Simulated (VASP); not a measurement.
A run of VASP 6.6.1:

The input INCAR:

```
PREC = Accurate
ENCUT = 520
EDIFF = 1E-6
ISMEAR = -1
SIGMA = 0.1
LREAL = False
LASPH = True
NELM = 100
ALGO = Fast
ISIF = 2
LWAVE = False
LCHARG = True
GGA = PS
LELF = True
LVHAR = True
NBANDS = 11
```

KPOINTS

```
regular mesh
0
Gamma
  9 9 9
```

The input POSCAR:

```
NaH
1.0
    0.0000000000      2.4738900000      2.4738900000
    2.4738900000      0.0000000000      2.4738900000
    2.4738900000      2.4738900000      0.0000000000
Na H
1 1
Direct
    0.0000000000      0.0000000000      0.0000000000
    0.5000000000      0.5000000000      0.5000000000
```

Potentials or basis: VASP PAW PBE potentials, release 64 (Na_pv, H).

Run with:

```bash
$ cat potpaw_PBE.64/Na_pv/POTCAR potpaw_PBE.64/H/POTCAR > POTCAR
$ mpirun -np 1 vasp_std > vasp.out
```

Hardware: 1 thread of AMD EPYC 7R13 Processor (Zen 3) (shared host).

Problem. How long does it take, and how much memory?

Solution. Wall time 20 s on 1 thread of AMD EPYC 7R13 Processor (Zen 3), on a shared host, peak memory 0.11 GiB. Counts: scf iterations 12, k points 35.
